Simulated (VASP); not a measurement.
## KF (strained zincblende): a PBE single-point calculation in VASP

INCAR

```
NSW = 0
SIGMA = 0.02
PREC = Accurate
NELM = 120
IBRION = -1
LWAVE = .FALSE.
LREAL = .FALSE.
ISMEAR = -1
NBANDS = 15
LCHARG = .FALSE.
ISIF = 2
ENCUT = 520
EDIFF = 1E-7
GGA = PE
LASPH = .TRUE.
```

KPOINTS

```
KPOINTS created by Atomic Simulation Environment
0
Gamma
8 8 8
0 0 0
```

KPOINTS_OPT

```
special points
6
Reciprocal
0.0000000000 0.0000000000 0.0000000000 1
-0.5000000000 -0.5000000000 0.0000000000 1
-0.3750000000 -0.3750000000 0.2500000000 1
-0.3750000000 0.0000000000 0.3750000000 1
0.0000000000 0.0000000000 0.5000000000 1
-0.5000000000 -0.2500000000 0.2500000000 1
```

POSCAR

```
K  F
 1.0000000000000000
     0.0000000000000000    2.8106468691000002    3.1432521659999999
     2.8106468691000002    0.0000000000000000    3.1432521659999999
     2.8106468691000002    2.8106468691000002    0.0000000000000000
 K   F
   1   1
Cartesian
  0.0000000000000000  0.0000000000000000  0.0000000000000000
  1.4053234345500001  1.4053234345500001  1.5716260830000004
```

VASP ran with the recommended PBE PAW datasets (16 valence electrons in the cell).

Command

```
mpirun -np 1 vasp_std
```

From OUTCAR

```
k-points           NKPTS =     59   k-points in BZ     NKDIM =     59   number of bands    NBANDS=     15

   NELECT =      16.0000    total number of electrons

   dimension x,y,z NGX =    32 NGY =   32 NGZ =   30
   dimension x,y,z NGXF=    64 NGYF=   64 NGZF=   60

  energy-cutoff  :      520.00
  volume of cell :       49.66
      direct lattice vectors                 reciprocal lattice vectors
     0.000000000  2.810646869  3.143252166    -0.177894991  0.177894991  0.159070916
     2.810646869  0.000000000  3.143252166     0.177894991 -0.177894991  0.159070916
     2.810646869  2.810646869  0.000000000     0.177894991  0.177894991 -0.159070916

 k-points in reciprocal lattice and weights: KPOINTS created by Atomic Simulation Env
   0.00000000  0.00000000  0.00000000       0.002
   0.12500000  0.00000000  0.00000000       0.016
   0.25000000  0.00000000  0.00000000       0.016
   0.37500000  0.00000000  0.00000000       0.016
   0.50000000  0.00000000  0.00000000       0.008
   0.12500000  0.12500000  0.00000000       0.004
   0.25000000  0.12500000  0.00000000       0.016
   0.37500000  0.12500000  0.00000000       0.016
   ...

 E-fermi :  -3.0623

 k-point     1 :       0.0000    0.0000    0.0000
  band No.  band energies     occupation
      1     -29.7776      2.00000
      2     -22.1411      2.00000
      3     -13.1781      2.00000
      4     -13.1781      2.00000
      5     -13.1696      2.00000
      6      -3.8239      2.00000
      7      -3.8057      2.00000
      8      -3.8056      2.00000
      9       1.5908      0.00000
     10       7.6720      0.00000
     11       7.8011      0.00000
     12       8.6444      0.00000
     13       8.6476      0.00000
     14       8.6476      0.00000
     15      12.9707      0.00000

 k-point     2 :       0.1250    0.0000    0.0000
  band No.  band energies     occupation
      1     -29.7710      2.00000
      2     -22.1533      2.00000
      3     -13.2005      2.00000
      4     -13.1825      2.00000
      5     -13.1752      2.00000
      6      -3.8569      2.00000
      7      -3.7945      2.00000
      8      -3.7887      2.00000
      9       1.9119      0.00000
     10       7.3734      0.00000
     11       8.0083      0.00000
     12       8.2465      0.00000
     13       8.5363      0.00000
     14       8.9498      0.00000
     15      12.3604      0.00000

 k-point     3 :       0.2500    0.0000    0.0000
  band No.  band energies     occupation
      1     -29.7551      2.00000
      2     -22.1829      2.00000
      3     -13.2537      2.00000
      4     -13.1932      2.00000
      5     -13.1910      2.00000
      6      -3.9011      2.00000
      7      -3.7719      2.00000
      8      -3.7488      2.00000
      9       2.7351      0.00000
     10       7.0572      0.00000
     11       7.5574      0.00000
     12       7.8826      0.00000
     13       8.8467      0.00000
     14       9.1483      0.00000
     15      11.1417      0.00000

 k-point     4 :       0.3750    0.0000    0.0000
  band No.  band energies     occupation
      1     -29.7391      2.00000
      2     -22.2124      2.00000
      3     -13.3077      2.00000
      4     -13.2077      2.00000
      5     -13.2037      2.00000
      6      -3.9014      2.00000
      7      -3.7570      2.00000
      8      -3.7100      2.00000
      9       3.7676      0.00000
     10       6.3694      0.00000
     11       7.1567      0.00000
     12       7.6620      0.00000
     13       9.2786      0.00000
     14       9.3497      0.00000
     15      10.6531      0.00000

 k-point     5 :       0.5000    0.0000    0.0000
  band No.  band energies     occupation
      1     -29.7324      2.00000
      2     -22.2248      2.00000
      3     -13.3304      2.00000
      4     -13.2148      2.00000
      5     -13.2080      2.00000
      6      -3.8886      2.00000
      7      -3.7548      2.00000
      8      -3.6944      2.00000
      9       4.4853      0.00000
     10       5.6772      0.00000
     11       7.0877      0.00000
     12       7.5937      0.00000
     13       9.3290      0.00000
     14       9.6224      0.00000
     15      10.6819      0.00000

 k-point     6 :       0.1250    0.1250    0.0000
  band No.  band energies     occupation
      1     -29.7701      2.00000
      2     -22.1592      2.00000
      3     -13.1927      2.00000
      4     -13.1927      2.00000
      5     -13.1647      2.00000
      6      -3.8797      2.00000
      7      -3.7735      2.00000
      8      -3.7735      2.00000
      9       1.9512      0.00000
     10       6.7613      0.00000
     11       8.1113      0.00000
     12       8.7446      0.00000
     13       8.7574      0.00000
     14       8.7574      0.00000
     15      12.9739      0.00000

 k-point     7 :       0.2500    0.1250    0.0000
  band No.  band energies     occupation
      1     -29.7583      2.00000
      2     -22.1844      2.00000
      3     -13.2294      2.00000
      4     -13.2074      2.00000
      5     -13.1639      2.00000
      6      -3.9178      2.00000
      7      -3.7544      2.00000
      8      -3.7342      2.00000
      9       2.5479      0.00000
     10       6.3240      0.00000
     11       7.9311      0.00000
     12       8.4475      0.00000
     13       8.9013      0.00000
     14       9.1126      0.00000
     15      11.8757      0.00000

 k-point     8 :       0.3750    0.1250    0.0000
  band No.  band energies     occupation
      1     -29.7423      2.00000
      2     -22.2137      2.00000
      3     -13.2955      2.00000
      4     -13.2179      2.00000
      5     -13.1684      2.00000
      6      -3.9108      2.00000
      7      -3.7531      2.00000
      8      -3.6948      2.00000
      9       3.4573      0.00000
     10       6.0397      0.00000
     11       7.4667      0.00000
     12       8.0878      0.00000
     13       9.2735      0.00000
     14       9.3147      0.00000
     15      10.8702      0.00000

 k-point     9 :       0.5000    0.1250    0.0000
  band No.  band energies     occupation
      1     -29.7315      2.00000
      2     -22.2303      2.00000
      3     -13.3504      2.00000
      4     -13.2182      2.00000
      5     -13.1766      2.00000
      6      -3.8820      2.00000
      7      -3.7605      2.00000
      8      -3.6781      2.00000
      9       4.3495      0.00000
     10       5.6919      0.00000
     11       7.1289      0.00000
     12       7.7636      0.00000
     13       9.3919      0.00000
     14       9.7069      0.00000
     15      10.5454      0.00000

 k-point    10 :      -0.3750    0.1250    0.0000
  band No.  band energies     occupation
      1     -29.7324      2.00000
      2     -22.2244      2.00000
      3     -13.3605      2.00000
      4     -13.2081      2.00000
      5     -13.1834      2.00000
      6      -3.9012      2.00000
      7      -3.7479      2.00000
      8      -3.6929      2.00000
      9       4.2823      0.00000
     10       5.9868      0.00000
     11       7.1319      0.00000
     12       7.5527      0.00000
     13       9.3486      0.00000
     14       9.7222      0.00000
     15      10.5044      0.00000

 k-point    11 :      -0.2500    0.1250    0.0000
  band No.  band energies     occupation
      1     -29.7444      2.00000
      2     -22.1995      2.00000
      3     -13.3201      2.00000
      4     -13.1935      2.00000
      5     -13.1857      2.00000
      6      -3.9350      2.00000
      7      -3.7390      2.00000
      8      -3.7308      2.00000
      9       3.3667      0.00000
     10       6.8890      0.00000
     11       7.4176      0.00000
     12       7.5409      0.00000
     13       9.1471      0.00000
     14       9.2304      0.00000
     15      10.7694      0.00000

 k-point    12 :      -0.1250    0.1250    0.0000
  band No.  band energies     occupation
      1     -29.7604      2.00000
      2     -22.1702      2.00000
      3     -13.2533      2.00000
      4     -13.1832      2.00000
      5     -13.1829      2.00000
      6      -3.9147      2.00000
      7      -3.7706      2.00000
      8      -3.7594      2.00000
      9       2.4569      0.00000
     10       7.5185      0.00000
     11       7.7858      0.00000
     12       7.8829      0.00000
     13       8.4419      0.00000
     14       9.0939      0.00000
     15      11.5858      0.00000

 k-point    13 :       0.2500    0.2500    0.0000
  band No.  band energies     occupation
      1     -29.7521      2.00000
      2     -22.2033      2.00000
      3     -13.2278      2.00000
      4     -13.2278      2.00000
      5     -13.1538      2.00000
      6      -3.9868      2.00000
      7      -3.6953      2.00000
      8      -3.6953      2.00000
      9       2.8709      0.00000
     10       5.7330      0.00000
     11       7.9177      0.00000
     12       9.0045      0.00000
     13       9.0422      0.00000
     14       9.0422      0.00000
     15      12.9301      0.00000

 ...

  Total        0.4134228      0.4134228      0.3153312      0.0000000     -0.0000000      0.0000000
  in kB       13.3377682     13.3377682     10.1731573      0.0000000     -0.0000000      0.0000000
  external PRESSURE =      12.2828979 kB  Pullay stress =       0.0000000 kB

 POSITION                                       TOTAL-FORCE (eV/Angst)
 -----------------------------------------------------------------------------------
      0.00000      0.00000      0.00000        -0.000000     -0.000000      0.000000
      1.40532      1.40532      1.57163         0.000000      0.000000     -0.000000
 -----------------------------------------------------------------------------------
    total drift:                                0.000002      0.000002      0.000003

  FREE ENERGIE OF THE ION-ELECTRON SYSTEM (eV)
  ---------------------------------------------------
  free  energy   TOTEN  =        -8.1113772621 eV

  energy  without entropy=       -8.1113772621  energy(sigma->0) =       -8.11137726
```

- gap between bands v and c: 5.17 eV
- least direct gap: 5.40 eV
- pressure: 1.2 GPa

Band v is the last that the valence electrons fill when counted band by band, and c is the next.

The run took about 37 s on one core of a shared host (Intel Xeon Platinum 8488C) and held 0.22 GiB at most.
